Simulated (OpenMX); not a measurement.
MgO:

```
Mg O
1.0
     0.00000    2.30616    2.30616
     2.30616    0.00000    2.30616
     2.30616    2.30616    0.00000
Mg O
1 1
Direct
  0.50000 0.50000 0.50000
  0.75000 0.75000 0.75000
```

The cell was built by a generator and needn't be a form met in nature.

Base run:

- Program: OpenMX 3.8.5
- Functional: PBE
- Potentials or basis: OpenMX 2013 PBE set, Mg7.0-s3p2d1, O6.0-s2p2d1, grid cutoff 500 Ry
- k mesh: 7 × 7 × 7
- Occupations: fermi-dirac, width 0.05 eV
- Spin: no spin polarisation

Its results: band gap on the k mesh 3.66 eV, direct; pressure 1.7 GPa.

The run is repeated on the same cell with these changes: functional from PBE to LDA; potentials or basis from OpenMX 2013 PBE set, Mg7.0-s3p2d1, O6.0-s2p2d1, grid cutoff 500 Ry to OpenMX 2013 LDA set, Mg7.0-s3p2d1, O6.0-s2p2d1, grid cutoff 500 Ry. What comes out?

Band gap on the k mesh 3.61 eV, direct; pressure -5.1 GPa.

Caveats: the basis of atomic orbitals isn't converged, which shifts pressures, moduli and gaps.
